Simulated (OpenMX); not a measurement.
## Bi2Se3 (Paraguanajuatite): equation of state with PBE

Bi2Se3 (Paraguanajuatite):

```xyz
5
Lattice="2.0715 1.1960 9.5453 -2.0715 1.1960 9.5453 0.0000 -2.3920 9.5453" Properties=species:S:1:pos:R:3 pbc="T T T"
Bi    0.0000    0.0000   17.1587
Bi    0.0000    0.0000   11.4773
Se    0.0000    0.0000   22.5738
Se    0.0000    0.0000    6.0622
Se    0.0000    0.0000    0.0000
```

| Item | Value |
| --- | --- |
| Program | OpenMX 3.8.5 |
| Task | equation of state |
| Functional | PBE |
| Potentials or basis | OpenMX 2013 PBE set, Bi8.0-s3p2d2, Se7.0-s3p2d1, fixed grid of 48 × 48 × 48 points |
| k mesh | 9 × 9 × 9 |
| Occupations | fermi-dirac, width 0.05 eV |
| Spin | no spin polarisation |
| Mixing scheme | rmm-diisk |
| SCF threshold | 1e-08 Ha |
| Solver | band |
| Grid points, held for all volumes | 48 × 48 × 48 |

The equilibrium volume is 31.05 Å³/atom (rough: see the caveat) and the bulk modulus at fixed shape and positions is 50 GPa (rough).

Energy against volume, from the lowest point:
```
volume (Å³/atom)  energy (meV/atom)
          26.675             121.93
          27.243              87.57
          27.810              59.56
          28.378              37.34
          28.946              20.34
          29.513               8.04
          30.081               0.00
```

Caveat: the basis has few d functions beyond the semicore shells, which can make volumes several per cent too large; the minimum lies outside the volumes run; volumes in these bases differ from converged ones by about 1 %, for some elements by several; the cell was scaled at fixed shape and fractional positions, which overstates the stiffness of a crystal with free parameters, most of all of layers and chains; the basis of atomic orbitals isn't converged, which shifts pressures, moduli and gaps.
